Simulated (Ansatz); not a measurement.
The calculation used DFT PBE, scalar-relativistic, plane waves, PAW in Ansatz 0.2.0. All cells share a 420 eV cutoff and Γ-centred k meshes spaced at most about 0.3 Å⁻¹ (about 0.25 or finer for metals, 2π included). No spin polarisation in the final relaxations.

All energies are static (0 K, no zero-point motion).

Two relaxed structures of InSe:

A.

```
CELL_PARAMETERS angstrom
2.06380 1.19153 7.31157
-2.06380 1.19153 7.31157
0.00000 -2.38307 7.31157
ATOMIC_POSITIONS crystal
In 0.50000 0.50000 0.50000
In 0.00000 0.00000 0.00000
Se 0.76245 0.76245 0.76245
Se 0.23755 0.23755 0.23755
```

B.

```
CELL_PARAMETERS angstrom
0.00000 2.96369 2.96369
2.96369 0.00000 2.96369
2.96369 2.96369 0.00000
ATOMIC_POSITIONS crystal
In 0.50000 0.50000 0.50000
Se 0.00000 0.00000 0.00000
```

Problem. Which would you expect to be lower, and how large is the difference?

Solution. They are level within the accuracy (4 meV/atom apart, with A the lower in these runs). A has space group R-3m (No. 166), 27.0 Å³/atom and no gap on its mesh; B has the rock salt type, space group Fm-3m (No. 225), 26.0 Å³/atom and no gap. Counting Se atoms around In (those within 1.25 times the shortest such distance or 1.15 times the sum of covalent radii; the shortest distance is added where it is long for a bond; a slash parts the counts of unlike sites), A has In 6/6 from 3.2 Å and B has In 6. Both come from invented guesses. The part of the Crystallography Open Database at hand lists InSe in space groups No. 12, 160, 194; no cell shown has one of them.

For metals, differences of a few meV/atom aren't resolved. In Fm-3m an odd number of electrons in the primitive cell allows no gap without spin; a larger cell or a magnetic state could open one. Cells relaxed within their symmetry can be saddle points.

Structure A is essentially rock salt stacked along its threefold axis, with the single In site split in two: one has contracted In–Se contacts, while the other has long, weak ones of 3.2 Å. This suggests a partial disproportionation of formal In(II), whose lone 5s electron is unfavourable, towards In(I) with a filled 5s shell and In(III) with an empty one. The near-degeneracy with B implies that this distortion gains little, and the missing gap suggests that the filled and empty 5s-derived states still overlap.

Neither cell contains the In–In bonds of the familiar layered, semiconducting InSe, where pairing the 5s electrons removes the odd electron from each In and opens a gap. The comparison therefore ranks two competing ways of arranging six-coordinate In, not the ground state of the compound. The smaller volume of B suggests that compression would favour it over A, in keeping with the metallic rock salt phase known for InSe under pressure.
